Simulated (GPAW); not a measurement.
Crystal: ZnO (zincite).

```xyz
4
Lattice="3.2493 0.0000 0.0000 -1.6247 2.8140 0.0000 0.0000 0.0000 5.2057" Properties=species:S:1:pos:R:3 pbc="T T T"
Zn    1.6247    0.9380    0.0000
Zn    0.0000    1.8760    2.6029
O     0.0000    1.8760    4.5759
O     1.6247    0.9380    1.9730
```

Base run:

| Item | Value |
| --- | --- |
| Program | GPAW 26.7.0 |
| Functional | M06-L |
| Potentials or basis | GPAW PAW data sets (gpaw-data 1.2.1) |
| Cutoff | 800 eV |
| Basis | pw |
| k mesh | 6 × 6 × 3 |
| Occupations | fermi-dirac, width 0.05 eV |
| Spin | no spin polarisation |

Its results: band gap on the k mesh 0.71 eV, direct.

The run is repeated on the same cell with these changes: functional from M06-L to PBE; basis from pw to lcao:dzp. What comes out?

Band gap on the k mesh 0.78 eV, direct.

Several settings changed at once, so the effect can't be laid on one alone.

Caveats: the basis of atomic orbitals isn't converged, which shifts pressures, moduli and gaps (some runs).
